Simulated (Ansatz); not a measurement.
The reference is AlSb in the zinc blende structure (space group F-43m, No. 216; a = 6.157 Å).

Now apply this change: a hydrostatic pressure of 7.5 GPa.

Levels (all Ansatz, an electronic-structure program, PAW): PBEsol (420 eV, no spin-orbit coupling); PBEsol+SOC (420 eV, spin-orbit coupling included).

The geometry is relaxed with PBEsol.

| Item | Value |
|---|---|
| PBEsol width of the top valence band | 3.13 eV |
| PBEsol valence-band top at Γ | 0.00, 0.00, 0.00 eV |
| PBEsol lowest conduction level above the VBM at special points | X 0.93 eV; K 1.52 eV; U 1.52 eV; L 1.60 eV |
| PBEsol smallest direct gap | 2.35 eV |

What does PBEsol+SOC give at this geometry for the width of the top valence band, valence-band top at Γ, lowest conduction level above the VBM at special points and smallest direct gap?

The width of the top valence band increases by 0.18 eV to 3.31 eV; the valence-band top at Γ (three highest Kramers pairs, from the VBM) becomes 0.00, 0.00, -0.72 eV (PBEsol: 0.00, 0.00, 0.00 eV); the lowest conduction level above the VBM at special points goes from X 0.93 eV; K 1.52 eV; U 1.52 eV; L 1.60 eV to X 0.71 eV; K 1.29 eV; U 1.29 eV; L 1.38 eV; the smallest direct gap decreases by 0.218 eV to 2.14 eV. The threefold valence maximum splits by Δso ≈ 0.72 eV.

Single points use the geometry relaxed with PBEsol. Differences between runs with and without spin-orbit coupling are approximate. Spin-orbit coupling, missing from the scalar runs, can matter with Sb. Load acts through the strain it causes; cell and atoms are relaxed under it. Whether these cells are dynamically stable was not tested. Tetrahedral semiconductors of this kind turn to denser phases somewhere between about 1 and 50 GPa; those were not computed, so compressed cells here can lie past the real transition.
